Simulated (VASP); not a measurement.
VASP inputs for Mg2Sn (antifluorite)

INCAR

```
NBANDS = 16
PREC = Accurate
GGA = PE
ISIF = 2
NSW = 0
NELM = 120
LCHARG = .FALSE.
LASPH = .TRUE.
LWAVE = .FALSE.
EDIFF = 1E-7
ENCUT = 520
IBRION = -1
ISMEAR = -1
LREAL = .FALSE.
SIGMA = 0.02
```

KPOINTS

```
KPOINTS created by Atomic Simulation Environment
0
Gamma
6 6 6
0 0 0
```

KPOINTS_OPT

```
special points
7
Reciprocal
0.0000000000 0.0000000000 0.0000000000 1
0.5000000000 0.0000000000 0.5000000000 1
0.6250000000 0.2500000000 0.6250000000 1
0.3750000000 0.3750000000 0.7500000000 1
0.5000000000 0.5000000000 0.5000000000 1
0.5000000000 0.2500000000 0.7500000000 1
0.0000000000 0.5000000000 0.5000000000 1
```

POSCAR

```
Sn Mg
 1.0000000000000000
    -0.0000000000000000    3.3799352820842841    3.3799352820842841
     3.3799352820842841    0.0000000000000000    3.3799352820842841
     3.3799352820842841    3.3799352820842841   -0.0000000000000000
 Sn  Mg
   1   2
Cartesian
  0.0000000000000000 -0.0000000000000000  0.0000000000000000
  1.6899676410421418  1.6899676410421418  1.6899676410421418
  5.0699029231264250  5.0699029231264250  5.0699029231264250
```

VASP ran with the recommended PBE PAW datasets (18 valence electrons in the cell).

Question: Predict the results.

Answer: gap between bands v and c -0.16 eV (bands overlap: a metal); least direct gap 1.42 eV; pressure 0.9 GPa.

Band v is the last that the valence electrons fill when counted band by band, and c is the next. Levels in eV from the top of v:

| point | v−1 | v | c | c+1 |
| --- | --- | --- | --- | --- |
| Γ | 0.00 | 0.00 | 1.42 | 2.14 |
| X | -2.11 | -2.11 | -0.16 | 0.16 |
| K | -3.55 | -1.78 | 0.37 | 2.60 |
| L | -0.83 | -0.83 | 0.66 | 2.21 |
| W | -3.79 | -2.71 | 2.65 | 2.96 |
